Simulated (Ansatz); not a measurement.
# Ge: the cost of one run

Computed with Ansatz 0.2.0 (DFT r2SCAN, scalar-relativistic, plane waves, PAW, unless a step's input says otherwise).

1 further run of the same task is left out (set aside as unsound or not needed). Runs told in other sessions of the task aren't counted.

## 1. The structure to begin with

It takes space group Ia-3 (No. 206, cubic). The conventional cell has a = 6.968 Å, b = 6.968 Å, c = 6.968 Å, α = 90.00°, β = 90.00°, γ = 90.00°. Ge (site symmetry 3) has 4 Ge at 2.43 to 2.51 Å in its first shell of neighbours.

As a file:

```
Ge
1.0
    -3.48417    3.48417    3.48417
     3.48417   -3.48417    3.48417
     3.48417    3.48417   -3.48417
Ge
8
Direct
  0.50000 0.00000 0.79890
  0.79890 0.50000 0.00000
  0.00000 0.79890 0.50000
  0.70110 0.70110 0.70110
  0.50000 0.00000 0.20110
  0.20110 0.50000 0.00000
  0.00000 0.20110 0.50000
  0.29890 0.29890 0.29890
```

It goes back to an entry of the Materials Project, which need not be the stable form.

This cell was relaxed beforehand with the same method: volume 21.15 Å³/atom, gap on the mesh none (metal).

## 2. The undisturbed cell

input.yaml reads:

```yaml
crystal:
  lattice:
    - [-3.48417028, 3.48417028, 3.48417028]
    - [3.48417028, -3.48417028, 3.48417028]
    - [3.48417028, 3.48417028, -3.48417028]
  atoms:
    - { symbol: Ge, position: [0.5, 0.0, 0.79889908] }
    - { symbol: Ge, position: [0.79889908, 0.5, 0.0] }
    - { symbol: Ge, position: [0.0, 0.79889908, 0.5] }
    - { symbol: Ge, position: [0.70110092, 0.70110092, 0.70110092] }
    - { symbol: Ge, position: [0.5, 0.0, 0.20110092] }
    - { symbol: Ge, position: [0.20110092, 0.5, 0.0] }
    - { symbol: Ge, position: [0.0, 0.20110092, 0.5] }
    - { symbol: Ge, position: [0.29889908, 0.29889908, 0.29889908] }
basis:
  ecutwfc: 500
kpoints:
  mp_grid: { grid: [8, 8, 8] }
hamiltonian:
  xc: r2scan
scf:
  occupations: { method: gaussian, width: 0.15 }
output:
  forces: true
  stress: true
  eigenvalues: true
```

Started as:

```bash
ansatz run input.yaml --threads 2 --pin off --max-ram 5120MiB --backend cpu --events-out ev --progress --plain --runs-dir out
```

Q: Estimate wall time and peak memory on 2 threads of Arm Neoverse V2, shared host.

About 19 s, with a peak of 1 GiB.
